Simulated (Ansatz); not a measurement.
Hg: from a trial structure to a relaxed crystal

These are results of DFT PBE, scalar-relativistic, plane waves, PAW in Ansatz, not measurements. Cutoff 420 eV, Γ-centred k mesh, Gaussian smearing, no spin polarisation in the final step.

Hg was placed on the alpha-boron structure type (R-3m, No. 166), at a guessed volume.

```yaml
crystal:
  lattice:
    - [4.09285, 2.36301, 6.97995]
    - [-4.09285, 2.36301, 6.97995]
    - [0.00000, -4.72601, 6.97995]
  atoms:
    - { symbol: Hg, position: [0.01019, 0.65361, 0.01019] }
    - { symbol: Hg, position: [0.01019, 0.01019, 0.65361] }
    - { symbol: Hg, position: [0.65361, 0.01019, 0.01019] }
    - { symbol: Hg, position: [0.98981, 0.34639, 0.98981] }
    - { symbol: Hg, position: [0.34639, 0.98981, 0.98981] }
    - { symbol: Hg, position: [0.98981, 0.98981, 0.34639] }
    - { symbol: Hg, position: [0.22118, 0.63060, 0.22118] }
    - { symbol: Hg, position: [0.22118, 0.22118, 0.63060] }
    - { symbol: Hg, position: [0.63060, 0.22118, 0.22118] }
    - { symbol: Hg, position: [0.77882, 0.36940, 0.77882] }
    - { symbol: Hg, position: [0.36940, 0.77882, 0.77882] }
    - { symbol: Hg, position: [0.77882, 0.77882, 0.36940] }
```

Cell and atoms relax at zero pressure; the relaxation can't lower the symmetry of the start. After a coarse first stage the cell is made exact in the group found at 0.06 Å.

Energies count from the standard state of Hg at the same level.

**Question.** Describe the relaxed structure.

**Answer.** It keeps R-3m (No. 166). The result has the alpha-boron structure. Conventional cell: a = 9.029 Å, c = 23.881 Å. Hg on Wyckoff site h (6 atoms of the primitive cell) has 6 Hg at 3.26–3.49 Å; Hg on Wyckoff site h (6 atoms of the primitive cell) has 7 Hg at 3.31–3.57 Å.

```xyz
12
Lattice="4.5143 2.6064 7.9604 -4.5143 2.6064 7.9604 0.0000 -5.2127 7.9604" Properties=species:S:1:pos:R:3 pbc="T T T"
Hg   -2.7671    1.5976    5.5014
Hg    0.0000   -3.1951    5.5014
Hg    2.7671    1.5976    5.5014
Hg    2.7671   -1.5976   18.3798
Hg   -2.7671   -1.5976   18.3798
Hg    0.0000    3.1951   18.3798
Hg   -1.6526    0.9541    8.6320
Hg    0.0000   -1.9083    8.6320
Hg    1.6526    0.9541    8.6320
Hg    1.6526   -0.9541   15.2492
Hg   -1.6526   -0.9541   15.2492
Hg    0.0000    1.9083   15.2492
```

**Question.** What are its volume, energy, density and gap?

**Answer.** The volume per atom is 46.83 Å³, the density is 7.11 g/cm³ and the energy over the standard structure is 0.035 eV/atom. The gap on the 6×6×6 mesh is 0.26 eV.

The final run used a 6×6×6 mesh on its 12-atom cell and 0.01 eV smearing. Spin–orbit coupling is left out. A structure relaxed within its symmetry needn't be a true minimum. The steps took roughly 40 core-minutes in all.